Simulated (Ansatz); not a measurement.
Runs of Ansatz 0.2.0 on MnS. Symmetry: Fm-3m, No. 225, cubic system. The conventional cell has a = 5.209 Å, b = 5.209 Å, c = 5.209 Å, α = 90.00°, β = 90.00°, γ = 90.00°. Around Mn (site symmetry m-3m) lie 6 S at 2.60 Å. S (site symmetry m-3m) has 6 Mn at 2.60 Å as nearest neighbours. 

```csv
task,level,potentials or basis,spin,U,k mesh,cutoff (eV),smearing,driver,q mesh,points for each segment of the path,hubbard projectors,double counting,other keys,gap on the mesh (eV),pressure (GPa),moment (μB)
phonons,RPBE+D3(BJ)+U,Ansatz PAW,"collinear, ferromagnetic start",Mn d U = 8 eV,6 × 6 × 6,420,gaussian 0.05 eV,chain,2 × 2 × 2,8,ortho-atomic (the default),fll (the default),-,1.15,-,5.00
projected density of states,BLYP+D3(BJ),JTH PAW,"collinear, ferromagnetic start",-,9 × 9 × 9,1290,tetrahedron,chain,-,-,-,-,scf.eigensolver.kind = davidson; basis.ecutrho_ratio = 12; …,none,-6.3,(a)
band structure,revPBE+d3bj+U,Ansatz PAW small core,"collinear, ferromagnetic start",Mn d U = 1 eV,9 × 9 × 9,420,gaussian 0.1 eV,chain,-,14,all-electron-ortho-atomic,amf,hamiltonian.dispersion = d3bj; scf.mixing.preconditioner = none,none,(c),(b)
band structure,PBEsol+D3(BJ)+U,Ansatz PAW,"collinear, random start",Mn d U = 6.2 eV,9 × 9 × 9,420,tetrahedron,chain,-,14,all-electron-ortho-atomic,fll (the default),-,1.07,0.0,5.00
phonons,RPBE+D3(BJ)+U,Ansatz PAW,"collinear, ferromagnetic start",Mn d U = 8 eV,6 × 6 × 6,420,gaussian 0.05 eV,-,2 × 2 × 2,8,ortho-atomic (the default),fll (the default),-,1.15,-,5.00
density of states,revPBE+D3(BJ)+U,SPMS NC,"collinear, ferromagnetic start",Mn d U = 3.5 eV,9 × 9 × 9,1007,gaussian 0.05 eV,chain,-,-,ortho-atomic,fll (the default),-,0.96,(d),5.00
single point,PBE+D3(BJ)+ATM+U,PseudoDojo standard,"non-collinear, ferromagnetic start",Mn d U = 7 eV,9 × 9 × 9,1306,fermi-dirac 0.05 eV,chain,-,-,ortho-atomic,fll,scf.mixing.preconditioner = resta,1.29,4.6,5.00
phonons,LDA+U,JTH PAW,"collinear, ferromagnetic start",Mn d U = 4 eV,6 × 6 × 6,1290,cold 0.07 eV,chain,2 × 2 × 2,8,atomic,fll,-,0.49,-,5.00
```

Alike in all rows: cell as given.

Q: Estimate the missing entries.

A: (a) 4.70; (b) 4.77; (c) -7.6; (d) -0.7.

Caveats: a cell with one magnetic atom can't hold antiferromagnetic order, which such compounds often take; the magnetic or orbital state may not be the lowest (some runs); the potentials were made for another functional, which shifts forces and pressure (some runs); pairwise dispersion overbinds metals, which lowers pressure and volume (some runs); with tetrahedron occupations forces and stress needn't match the slope of the energy (some runs); odd divisions of the mesh miss points on the zone boundary, where band edges often lie, so the gap on the mesh can be too wide (some runs); semilocal functionals often make such compounds metallic where correlation or magnetic order opens a gap, which also shifts bond lengths (some runs).

A k mesh can miss the band edges.

A gap of «none» marks a metal or a gap under the smearing width.
